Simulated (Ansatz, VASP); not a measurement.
# One calculation of BP, two programs

File POSCAR:

```
BP
1.0
    0.0000000000      2.2682576044      2.2682576044
    2.2682576044      0.0000000000      2.2682576044
    2.2682576044      2.2682576044      0.0000000000
B P
1 1
Direct
    0.0000000000      0.0000000000      0.0000000000
    0.7500000000      0.7500000000      0.7500000000
```

Contents of INCAR.step1:

```
PREC     = Accurate       # precision mode
ENCUT    = 520            # plane-wave cutoff, eV
ISMEAR   = 0              # smearing method
SIGMA    = 0.01           # smearing width, eV
LREAL    = False          # projectors in reciprocal space
LASPH    = True           # aspherical terms in the spheres
NELM     = 100            # most SCF steps
NBANDS   = 11             # bands
GGA      = PE             # functional
ALGO     = Normal         # electronic algorithm
EDIFF    = 1E-4           # SCF threshold, eV
LWAVE    = True           # write WAVECAR
LCHARG   = False          # write CHGCAR
```

Contents of INCAR.step2:

```
PREC     = Accurate       # precision mode
ENCUT    = 520            # plane-wave cutoff, eV
EDIFF    = 1E-6           # SCF threshold, eV
ISMEAR   = 0              # smearing method
SIGMA    = 0.01           # smearing width, eV
LREAL    = False          # projectors in reciprocal space
LASPH    = True           # aspherical terms in the spheres
NELM     = 100            # most SCF steps
ALGO     = Normal         # electronic algorithm
ISIF     = 2              # what is computed and relaxed
LWAVE    = False          # write WAVECAR
LCHARG   = True           # write CHGCAR
METAGGA  = R2SCAN         # meta-GGA
LMIXTAU  = True         
LELF     = True           # ELF
LVHAR    = True         
NBANDS   = 11             # bands
ISTART   = 1
```

File KPOINTS:

```
regular mesh
0
Gamma
  8 8 8
```

Input for Ansatz:

```yaml
crystal:
  lattice:
    - [0.0, 2.26825760439, 2.26825760439]
    - [2.26825760439, 0.0, 2.26825760439]
    - [2.26825760439, 2.26825760439, 0.0]
  atoms:
    - { symbol: B, position: [0.0, 0.0, 0.0] }
    - { symbol: P, position: [0.75, 0.75, 0.75] }
kpoints:
  mp_grid: { grid: [8, 8, 8] }
scf:
  occupations: { method: fixed }
hamiltonian:
  xc: r2scan
  pseudopotentials: { kind: paw }
output:
  forces: true
  stress: true
  eigenvalues: true
  eigenstates:
    nscf_kmesh: { grid: [16, 16, 16] }
    de_dk: true
    e_range: [-9, 11.4105362665]
  optics:
    e_range: [0, 20]
    de: 0.2
    sigma: 0.15
    bands: { spectra_wanted_up_to: 20 }
    nscf_kmesh: { grid: [16, 16, 16] }
checkpoint:
  write: ck
  write_wavefunctions: false
```

Alike in both runs: task single point; functional r2SCAN; k mesh 8 × 8 × 8; no spin polarisation.

|  | VASP | Ansatz |
| --- | --- | --- |
| version | VASP 6.6.1 | Ansatz 0.2.0 |
| potentials or method | VASP PAW PBE potentials, release 64 (B, P) | PAW with Ansatz's default frozen-core files, scalar-relativistic |
| plane-wave cutoff (eV) | 520 | 500 |
| occupations | gaussian, width 0.01 eV | fixed |
| valence electrons in the cell | 8 | 8 |

```csv
,VASP,Ansatz,Ansatz less VASP
gap on the k mesh at the Fermi level (eV),1.48,1.45,-0.030
pressure (GPa),-0.5,0.0,+0.51
```

Caveats: the PAW data sets were made with another functional, which shifts forces and pressure a little (VASP). A k mesh can miss the band edges. r2SCAN opens gaps a little over a GGA but as a rule still falls short of measured ones.
